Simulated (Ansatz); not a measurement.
# LaH₃O₃: ¹⁷O NMR of the central transition

Cell: a Materials Project structure (computed, not necessarily an observed phase).

Space group P2_1/m (No. 11); a = 6.5153, b = 3.8330, c = 6.5324 Å, β = 119.89°.

```
site  Wyckoff  site symmetry       x       y       z
  La       2e              m  0.8333  0.7500  0.1674
  H3       2e              m  0.7742  0.7500  0.6424
  H4       2e              m  0.3635  0.7500  0.2221
  H5       2e              m  0.3593  0.7500  0.6328
  O9       2e              m  0.8900  0.7500  0.8088
 O10       2e              m  0.4174  0.7500  0.1086
 O11       2e              m  0.1921  0.7500  0.5808
```

One atom of each set is listed.

Level of theory: DFT, r2SCAN, plane waves and PAW, scalar-relativistic, 500 eV cutoff, Γ-centred 4×6×4 k-points, Fermi–Dirac smearing 0.02 eV (Ansatz 0.2.0).

¹⁷O has I = 5/2 and Q = -25.58 mb (Pyykkö 2018); at 14.1 T its Larmor frequency is ν₀ = 81.4 MHz. Only the quadrupole interaction is simulated: positions count from each site's isotropic chemical shift, and J coupling is left out, as are shift anisotropy and dipolar coupling, which fast spinning averages.

Problem. Give C_Q, η, the quadrupolar product P_Q = |C_Q|(1 + η²/3)^½, the second-order isotropic shift and the breadth of the pattern (fast magic-angle spinning) for each O site.

Solution. 

```json
{"site": "O9", "first shell": "1 H at 0.97 Å; also 3 La at 2.55–2.58 Å", "C_Q (MHz)": "-8.11", "η": "0.05", "P_Q (MHz)": "8.12", "δ_QIS (ppm)": "-59.6", "breadth (kHz)": "10.6"}
{"site": "O10", "first shell": "1 H at 0.97 Å; also 3 La at 2.54–2.58 Å", "C_Q (MHz)": "-8.09", "η": "0.05", "P_Q (MHz)": "8.09", "δ_QIS (ppm)": "-59.3", "breadth (kHz)": "10.5"}
{"site": "O11", "first shell": "1 H at 0.97 Å; also 3 La at 2.54–2.58 Å", "C_Q (MHz)": "-8.12", "η": "0.05", "P_Q (MHz)": "8.13", "δ_QIS (ppm)": "-59.8", "breadth (kHz)": "10.6"}
```

δ_QIS = −(ν_Q²/30ν₀²)[I(I+1) − 3/4](1 + η²/3) × 10⁶ ppm with ν_Q = 3|C_Q|/[2I(2I−1)]; it falls as 1/B₀² in ppm, and the breadth as 1/B₀ in kHz.

At O9, O10 and O11 V_zz points along its bond to H (within 3°) in each case.
